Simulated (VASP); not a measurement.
# Ga24N23 (a cell with a defect) in VASP: relaxation of the atoms with PBE

Aim: the relaxation of the atoms of Ga24N23 (a cell with a defect) with PBE.

All numbers are computed with VASP 6.6.1; they aren't measurements. Logs are shortened: lines on timing, memory, paths and dates and some standing lists are left out, and cuts for length are marked.

### Step 1. The structure

The cell holds a defect, 47 atoms: a = 8.302 Å, b = 8.302 Å, c = 8.302 Å, α = 84.34°, β = 84.34°, γ = 84.34°.

### Step 2. Relaxation of the atoms, PBE, collinear spin, ferromagnetic start

Input file INCAR:

```
SYSTEM = Ga24N23
PREC     = Normal         ! precision mode
ENCUT    = 450            ! plane-wave cutoff, eV
EDIFF    = 1E-6           ! SCF threshold, eV
ISMEAR   = 0              ! smearing method
SIGMA    = 0.01           ! smearing width, eV
LREAL    = Auto         
LASPH    = .TRUE.         ! aspherical terms in the spheres
NELM     = 150            ! most SCF steps
ALGO     = Normal         ! electronic algorithm
ISIF     = 2              ! what is computed and relaxed
LWAVE    = .FALSE.        ! write WAVECAR
LCHARG   = .FALSE.        ! write CHGCAR
ISPIN    = 2              ! spin polarisation
MAGMOM   = 0 0 0 0 0 0 0 0 0 0 0 0.25 0.25 0.25 0 0 0.25 0 0 0 0 0 0 0 0 0 0 0 0 0 0 0 0 0 0 0 0 0 0 0 0 0 0 0 0 0 0 ! initial moments
LORBIT   = 11             ! projections on sites
GGA      = PE             ! functional
IBRION   = 2              ! ionic algorithm
NSW      = 70             ! ionic steps
EDIFFG   = -0.025         ! ionic threshold
AMIX     = 0.2          
BMIX     = 1E-4         
AMIX_MAG = 0.8          
BMIX_MAG = 1E-4         
ICORELEVEL= 1            
NELECT   = 425.0        
ISYM     = 0            
LUSENCCL = .FALSE.
```

Input file KPOINTS:

```
Automatic mesh
0
Monkhorst
  2 2 2
  0 0 0
```

Input file POSCAR:

```
Ga24N23
1.0
   -3.2177240000     -5.5732640000      5.2440550000
    6.4354500000      0.0000000000      5.2440550000
   -3.2177260000      5.5732640000      5.2440550000
Ga N
24 23
Direct
    0.8330620000      0.4997285000      0.6663955000
    0.6663953300      0.3330618300      0.9997288300
    0.9997286700      0.6663951700      0.3330621700
    0.6663953300      0.8330618300      0.4997288300
    0.9997286700      0.1663951700      0.8330621700
    0.1663953300      0.3330618300      0.4997288300
    0.4997286700      0.6663951700      0.8330621700
    0.8330620000      0.9997285000      0.1663955000
    0.3330620000      0.4997285000      0.1663955000
    0.3330620000      0.9997285000      0.6663955000
    0.1663953300      0.8330618300      0.9997288300
    0.5045813600      0.1652721500      0.3250528100
    0.6542840700      0.5088154800      0.3274657000
    0.5060148700      0.3431487200      0.6667957400
    0.8330620000      0.6663955000      0.9997285000
    0.4997286700      0.8330621700      0.1663951700
    0.8198368100      0.1563643100      0.5108488500
    0.9997286700      0.3330621700      0.1663951700
    0.3330620000      0.6663955000      0.4997285000
    0.6663953300      0.9997288300      0.8330618300
    0.1663953300      0.4997288300      0.8330618300
    0.1663953300      0.9997288300      0.3330618300
    0.9997286700      0.8330621700      0.6663951700
    0.3330620000      0.1663955000      0.9997285000
    0.4586046700      0.1252711700      0.7919381700
    0.7919380000      0.4586045000      0.1252715000
    0.4586046700      0.6252711700      0.2919381700
    0.7919380000      0.9586045000      0.6252715000
    0.9586046700      0.1252711700      0.2919381700
    0.2919380000      0.4586045000      0.6252715000
    0.6252713300      0.7919378300      0.9586048300
    0.1252713300      0.2919378300      0.9586048300
    0.1252713300      0.7919378300      0.4586048300
    0.9586046700      0.6252711700      0.7919381700
    0.2919380000      0.9586045000      0.1252715000
    0.7919380000      0.6252715000      0.4586045000
    0.6252713300      0.4586048300      0.7919378300
    0.9586046700      0.7919381700      0.1252711700
    0.6252713300      0.9586048300      0.2919378300
    0.9586046700      0.2919381700      0.6252711700
    0.1252713300      0.4586048300      0.2919378300
    0.4586046700      0.7919381700      0.6252711700
    0.7919380000      0.1252715000      0.9586045000
    0.2919380000      0.6252715000      0.9586045000
    0.2919380000      0.1252715000      0.4586045000
    0.1252713300      0.9586048300      0.7919378300
    0.4586046700      0.2919381700      0.1252711700
```

Potentials or basis: VASP PAW PBE potentials, release 64 (Ga_d, N).

Launch:

```bash
cat potpaw_PBE.64/Ga_d/POTCAR potpaw_PBE.64/N/POTCAR > POTCAR
mpirun -np 1 vasp_std > vasp.out
```

OUTCAR:

```text
SYSTEM = Ga24N23
   PREC = Normal
   ENCUT = 450
   EDIFF = 1E-6
   ISMEAR = 0
   LREAL = Auto
   LASPH = .TRUE.
   NELM = 150
   ISIF = 2
   ISPIN = 2
   LORBIT = 11
   GGA = PE
   IBRION = 2
   NSW = 70
   EDIFFG = -0.025
   AMIX = 0.2
   AMIX_MAG = 0.8
   NELECT = 425.0
   ISYM = 0

 ion  position               nearest neighbor table
   1  0.833  0.500  0.666-  40 1.97  37 1.97  36 1.97  34 1.98
   2  0.666  0.333  1.000-  43 1.97  47 1.97  37 1.97  26 1.98
   3  1.000  0.666  0.333-  41 1.97  36 1.97  38 1.97  33 1.98
   4  0.666  0.833  0.500-  36 1.97  42 1.97  39 1.97  28 1.98
   5  1.000  0.166  0.833-  46 1.97  43 1.97  40 1.97  32 1.98
   6  0.166  0.333  0.500-  45 1.97  40 1.97  41 1.97  30 1.98
   7  0.500  0.666  0.833-  37 1.97  44 1.97  42 1.97  31 1.98
   8  0.833  1.000  0.166-  38 1.97  39 1.97  43 1.97  29 1.98
   9  0.333  0.500  0.166-  47 1.97  41 1.97  44 1.97  27 1.98
  10  0.333  1.000  0.666-  42 1.97  46 1.97  45 1.97  25 1.98
  11  0.166  0.833  1.000-  44 1.97  38 1.97  46 1.97  35 1.98
  12  0.505  0.165  0.325-  47 1.92  39 1.93  45 2.03
  13  0.654  0.509  0.327-  27 1.84  26 1.99  36 2.02
  14  0.506  0.343  0.667-  37 1.89  30 1.98  25 2.05
  15  0.833  0.666  1.000-  31 1.97  34 1.97  26 1.97  38 1.98
  16  0.500  0.833  0.166-  35 1.97  31 1.97  27 1.97  39 1.98
  17  0.820  0.156  0.511-  28 1.84  40 2.04  29 2.08
[... 28 lines left out ...]
  46  0.125  0.959  0.792-   5 1.97  10 1.97  11 1.97  23 1.98
  47  0.459  0.292  0.125-  12 1.92   9 1.97   2 1.97  24 1.98

IMPORTANT INFORMATION: All symmetrisations will be switched off!
NOSYMM: (Re-)initialisation of all symmetry stuff for point group C_1.

----------------------------------------------------------------------------------------

                                     Primitive cell

  volume of cell :     564.2571

  direct lattice vectors                    reciprocal lattice vectors
    -3.217724000 -5.573264000  5.244055000    -0.051796430 -0.089714044  0.063564042
     6.435450000  0.000000000  5.244055000     0.103592859  0.000000019  0.063564042
    -3.217726000  5.573264000  5.244055000    -0.051796430  0.089714025  0.063564042

  length of vectors
     8.301513850  8.301513690  8.301514625     0.121539571  0.121539574  0.121539557

  position of ions in fractional coordinates (direct lattice)
     0.833062000  0.499728500  0.666395500
     0.666395330  0.333061830  0.999728830
     0.999728670  0.666395170  0.333062170
     0.666395330  0.833061830  0.499728830
     0.999728670  0.166395170  0.833062170
     0.166395330  0.333061830  0.499728830
[... 39 lines left out ...]
     0.125271330  0.958604830  0.791937830
     0.458604670  0.291938170  0.125271170

  ion indices of the primitive-cell ions
   primitive index   ion index
                 1           1
                 2           2
                 3           3
                 4           4
                 5           5
                 6           6
[... 39 lines left out ...]
                46          46
                47          47

----------------------------------------------------------------------------------------

 KPOINTS: Automatic mesh

Automatic generation of k-mesh.
 Grid dimensions read from file:
 generate k-points for:    2    2    2

 Generating k-lattice:

  Cartesian coordinates                     Fractional coordinates (reciprocal lattice)
    -0.025898215 -0.044857022  0.031782021     0.500000000  0.000000000  0.000000000
     0.051796430  0.000000009  0.031782021     0.000000000  0.500000000  0.000000000
    -0.025898215  0.044857013  0.031782021     0.000000000  0.000000000  0.500000000

  Length of vectors
     0.060769785  0.060769787  0.060769779

  Shift w.r.t. Gamma in fractional coordinates (k-lattice)
     0.500000000  0.500000000  0.500000000

[... 45 lines left out ...]
   EFERMI_NEDOS =   21; number of points for ismear=-14 and -15
   IALGO  =     38    algorithm
   IMIX   =      4    mixing-type and parameters
     AMIX     =   0.20;   BMIX     =  0.00
[... 42 lines left out ...]
  external PRESSURE =     -65.5322895 kB  Pullay stress =       0.0000000 kB
[... 224 lines left out ...]
  FREE ENERGIE OF THE ION-ELECTRON SYSTEM (eV)
  ---------------------------------------------------
  free  energy   TOTEN  =      -292.1817139974 eV

  energy  without entropy=     -292.1817139974  energy(sigma->0) =     -292.18171400

[... ionic steps 4 to 13 ...]

--------------------------------------- Ionic step       14  -------------------------------------------

 number of electron     425.0000613 magnetization      -1.0000003

------------------------ aborting loop because EDIFF is reached ----------------------------------------
[... 157 lines left out ...]
--------------------------------------- Ionic step       16  -------------------------------------------

 number of electron     425.0000608 magnetization      -1.0000003

 Free energy of the ion-electron system (eV)
  ---------------------------------------------------
  ext. energy  EPLUGINS =         0.00000000
  ---------------------------------------------------
  free energy    TOTEN  =      -292.56204104 eV

  energy without entropy =     -292.56204104  energy(sigma->0) =     -292.56204104

 the core state eigenenergies are
   1-  1s -10217.4112  2s  -1250.7893  2p  -1087.2488  3s   -137.0695  3p    -87.8138

   2-  1s -10217.3975  2s  -1250.7802  2p  -1087.2394  3s   -137.0557  3p    -87.7998

   3-  1s -10217.3216  2s  -1250.7039  2p  -1087.1631  3s   -136.9763  3p    -87.7203
[... 64 lines left out ...]
  46-  1s   -370.3423
  47-  1s   -370.6402

 E-fermi :   5.2774     XC(G=0): -11.3814

 val. band max:        5.2312208243   @ k =  -0.2500   0.2500   0.2500
 cond. band min:       5.7307874011   @ k =   0.2500   0.2500   0.2500
 fundamental gap:      0.4995665768
 Fermi energy:         5.2773765596

 spin component 1

 k-point     1 :       0.2500    0.2500    0.2500
  band No.  band energies     occupation
      1     -10.7100      1.00000
      2     -10.3753      1.00000
      3     -10.3308      1.00000
      4     -10.3032      1.00000
      5     -10.1954      1.00000
      6     -10.1629      1.00000
[... 897 lines left out ...]
    223       9.9554      0.00000
    224      10.0085      0.00000
 Fermi energy:         5.2773765596

 spin component 2

 k-point     1 :       0.2500    0.2500    0.2500
  band No.  band energies     occupation
      1     -10.7301      1.00000
      2     -10.3992      1.00000
      3     -10.3505      1.00000
      4     -10.3237      1.00000
      5     -10.2182      1.00000
      6     -10.1837      1.00000
[... 897 lines left out ...]
    223       9.9384      0.00000
    224       9.9810      0.00000
 [bands above 224 left out]

------------------------ aborting loop because EDIFF is reached ----------------------------------------

  FORCE on cell =-STRESS in cart. coord.  units (eV):
  Direction    XX          YY          ZZ          XY          YZ          ZX
  --------------------------------------------------------------------------------------
  -------------------------------------------------------------------------------------
  Total      -18.3426676    -18.3671246    -18.7805193     -0.0325866      0.0050098      0.0209412
  in kB      -52.0830068    -52.1524513    -53.3262631     -0.0925279      0.0142251      0.0594613
  external PRESSURE =     -52.5205738 kB  Pullay stress =       0.0000000 kB
[... 62 lines left out ...]
  FREE ENERGIE OF THE ION-ELECTRON SYSTEM (eV)
  ---------------------------------------------------
  free  energy   TOTEN  =      -292.5620410361 eV

  energy  without entropy=     -292.5620410361  energy(sigma->0) =     -292.56204104

 reached required accuracy - stopping structural energy minimisation

 total charge

# of ion       s       p       d       tot
------------------------------------------
    1        0.770   0.847  10.163  11.780
    2        0.775   0.852  10.162  11.789
    3        0.776   0.850  10.160  11.786
    4        0.775   0.852  10.162  11.789
    5        0.776   0.850  10.160  11.786
    6        0.775   0.852  10.162  11.789
[... 39 lines left out ...]
   46        1.229   2.480   0.000   3.709
   47        1.234   2.471   0.000   3.706
--------------------------------------------------
tot         47.145  77.169 243.694 368.008

 magnetization (x)

# of ion       s       p       d       tot
------------------------------------------
    1       -0.002   0.001  -0.000  -0.001
    2        0.000  -0.000  -0.001  -0.001
    3        0.000  -0.001  -0.001  -0.002
    4        0.000  -0.000  -0.001  -0.001
    5        0.000  -0.001  -0.001  -0.002
    6        0.000  -0.000  -0.001  -0.001
[... 39 lines left out ...]
   46        0.000  -0.001   0.000  -0.001
   47       -0.001  -0.017   0.000  -0.018
--------------------------------------------------
tot         -0.035  -0.437  -0.045  -0.518
```

It took 1.9 h on 1 × NVIDIA H100 80GB with 1 thread of AMD EPYC 7R13 (Zen 3), shared host; peak memory 1.7 GiB.

What came out:

```
Free energy                                           : -292.5620 eV
Energy gained by relaxing                             : 22.4 meV/atom
Ionic steps                                           : 16
Largest force after relaxing                          : 0.019 eV/Å
Net moment                                            : -1.00 μB per cell
Site moments                                          : Ga -0.00, +0.00, -0.04, -0.05, -0.01; N -0.02, -0.01, -0.00 μB
Valence electrons inside the program's atomic spheres : Ga 11.78, 11.79, 11.76, 11.75; N 3.71, 3.72
```

Forces on the atoms (eV/Å):
```
Ga  -0.003  0.000  0.003
Ga  -0.003  0.009  0.001
Ga  -0.011 -0.002  0.005
Ga   0.004 -0.015  0.011
Ga   0.007  0.012  0.002
Ga  -0.004  0.003  0.004
Ga   0.006 -0.005 -0.004
Ga   0.018 -0.002  0.000
Ga  -0.011  0.003 -0.006
Ga   0.007  0.002 -0.011
Ga   0.003  0.005 -0.003
Ga  -0.002  0.010 -0.014
Ga  -0.015  0.008  0.001
Ga   0.000 -0.003  0.004
Ga   0.003  0.000  0.002
Ga  -0.003 -0.008  0.000
Ga   0.008 -0.004  0.006
Ga  -0.009 -0.009  0.004
Ga   0.001 -0.005  0.000
Ga   0.011 -0.009  0.004
Ga  -0.008  0.011 -0.007
Ga  -0.010  0.005  0.003
Ga   0.003 -0.006 -0.004
Ga   0.009  0.012 -0.004
N   -0.004 -0.003 -0.007
N    0.001  0.008  0.006
N   -0.008 -0.014  0.000
N    0.003 -0.002 -0.003
N   -0.002  0.000 -0.003
N    0.003 -0.011  0.007
N    0.001  0.008  0.002
N   -0.007 -0.002  0.001
N    0.002 -0.003  0.006
N   -0.004  0.004  0.012
N    0.001 -0.005  0.006
N   -0.007  0.009  0.006
N    0.007  0.000  0.002
N   -0.011  0.001 -0.007
N    0.003  0.003 -0.003
N    0.012  0.003  0.004
N    0.005  0.009  0.000
N   -0.007  0.001 -0.004
N    0.005 -0.002 -0.005
N    0.008 -0.007 -0.005
N    0.001 -0.008 -0.002
N   -0.003  0.004 -0.004
N   -0.001 -0.004 -0.005
```

Step by step:
```csv
step,energy change (eV),largest force (eV/Å),pressure (GPa)
1,0.0000,2.8828,-6.55
2,-0.6638,1.2964,-6.34
3,-0.6729,1.2857,-6.39
4,-0.8803,0.7524,-5.88
5,-0.8892,0.7392,-5.80
6,-0.9975,0.3311,-5.58
7,-0.9975,0.3406,-5.54
8,-1.0328,0.1530,-5.45
9,-1.0349,0.1824,-5.42
10,-1.0468,0.0925,-5.33
11,-1.0468,0.1036,-5.32
12,-1.0511,0.0485,-5.28
13,-1.0512,0.0526,-5.27
14,-1.0526,0.0304,-5.26
15,-1.0526,0.0351,-5.25
16,-1.0532,0.0194,-5.25
```

Final structure:
```yaml
crystal:
  lattice:
    - [-3.21772, -5.57326, 5.24406]
    - [6.43545, 0.00000, 5.24406]
    - [-3.21773, 5.57326, 5.24406]
  atoms:
    - { symbol: Ga, position: [0.83226, 0.49926, 0.66556] }
    - { symbol: Ga, position: [0.66828, 0.33152, 0.00014] }
    - { symbol: Ga, position: [0.00160, 0.66691, 0.33210] }
    - { symbol: Ga, position: [0.66425, 0.83372, 0.50194] }
    - { symbol: Ga, position: [0.99991, 0.16572, 0.83526] }
    - { symbol: Ga, position: [0.16670, 0.33522, 0.49796] }
    - { symbol: Ga, position: [0.49873, 0.66867, 0.83347] }
    - { symbol: Ga, position: [0.83344, 0.99904, 0.16511] }
    - { symbol: Ga, position: [0.33131, 0.50060, 0.16570] }
    - { symbol: Ga, position: [0.33229, 0.99855, 0.66706] }
    - { symbol: Ga, position: [0.16581, 0.83284, 0.99918] }
    - { symbol: Ga, position: [0.48504, 0.15208, 0.31846] }
    - { symbol: Ga, position: [0.67024, 0.52002, 0.32072] }
    - { symbol: Ga, position: [0.48765, 0.33747, 0.68587] }
    - { symbol: Ga, position: [0.83429, 0.66875, 0.99762] }
    - { symbol: Ga, position: [0.49882, 0.83255, 0.16326] }
    - { symbol: Ga, position: [0.85229, 0.15451, 0.50412] }
    - { symbol: Ga, position: [0.00077, 0.33443, 0.16682] }
    - { symbol: Ga, position: [0.33301, 0.66809, 0.50102] }
    - { symbol: Ga, position: [0.66724, 0.00025, 0.83478] }
    - { symbol: Ga, position: [0.16427, 0.50139, 0.83514] }
    - { symbol: Ga, position: [0.16523, 0.99682, 0.33256] }
    - { symbol: Ga, position: [0.00162, 0.83137, 0.66779] }
    - { symbol: Ga, position: [0.32966, 0.16627, 0.99892] }
    - { symbol: N, position: [0.45919, 0.12466, 0.79110] }
    - { symbol: N, position: [0.79213, 0.45782, 0.12487] }
    - { symbol: N, position: [0.45714, 0.62470, 0.29282] }
    - { symbol: N, position: [0.79051, 0.95847, 0.62595] }
    - { symbol: N, position: [0.95724, 0.12631, 0.29113] }
    - { symbol: N, position: [0.29141, 0.45919, 0.62425] }
    - { symbol: N, position: [0.62573, 0.79215, 0.95832] }
    - { symbol: N, position: [0.12458, 0.29299, 0.95872] }
    - { symbol: N, position: [0.12496, 0.79176, 0.45926] }
    - { symbol: N, position: [0.95725, 0.62436, 0.79061] }
    - { symbol: N, position: [0.29202, 0.95936, 0.12569] }
    - { symbol: N, position: [0.79169, 0.62575, 0.45856] }
    - { symbol: N, position: [0.62532, 0.45881, 0.79208] }
    - { symbol: N, position: [0.95857, 0.79214, 0.12544] }
    - { symbol: N, position: [0.62636, 0.95796, 0.29267] }
    - { symbol: N, position: [0.95865, 0.29216, 0.62533] }
    - { symbol: N, position: [0.12546, 0.45910, 0.29189] }
    - { symbol: N, position: [0.45827, 0.79254, 0.62577] }
    - { symbol: N, position: [0.79215, 0.12538, 0.95917] }
    - { symbol: N, position: [0.29205, 0.62558, 0.95862] }
    - { symbol: N, position: [0.29099, 0.12605, 0.45997] }
    - { symbol: N, position: [0.12511, 0.95915, 0.79200] }
    - { symbol: N, position: [0.45906, 0.29360, 0.12454] }
```

Levels at points of the mesh, in eV from the valence-band top:
Spin up:
```tsv
k point	band 208	band 209	band 210	band 211	band 212	band 213	band 214	band 215	band 216	band 217
(0.25, 0.25, 0.25)	-1.27	-1.17	-1.16	-0.62	-0.61	0.50	2.40	3.00	3.20	3.56
```
Spin down:
```tsv
k point	band 210	band 211	band 212	band 213	band 214	band 215	band 216	band 217
(0.25, 0.25, 0.25)	-1.17	-0.64	-0.62	-0.10	2.26	2.73	2.92	3.39
```

Core levels (eV, on the scale of the bands):
```
atom                                                    levels
1 Ga  1s -10217.4, 2s -1250.8, 2p -1087.2, 3s -137.1, 3p -87.8
2 Ga  1s -10217.4, 2s -1250.8, 2p -1087.2, 3s -137.1, 3p -87.8
3 Ga  1s -10217.3, 2s -1250.7, 2p -1087.2, 3s -137.0, 3p -87.7
4 Ga  1s -10217.4, 2s -1250.8, 2p -1087.2, 3s -137.1, 3p -87.8
5 Ga  1s -10217.3, 2s -1250.7, 2p -1087.2, 3s -137.0, 3p -87.7
6 Ga  1s -10217.4, 2s -1250.8, 2p -1087.2, 3s -137.1, 3p -87.8
```

Caveat: the cell is charged against a uniform background, so pressure and absolute levels hang on convention; the cutoff is under 1.25 times the usual one of these potentials, so pressure, stress and relaxed cells hold a basis-set (Pulay) error.
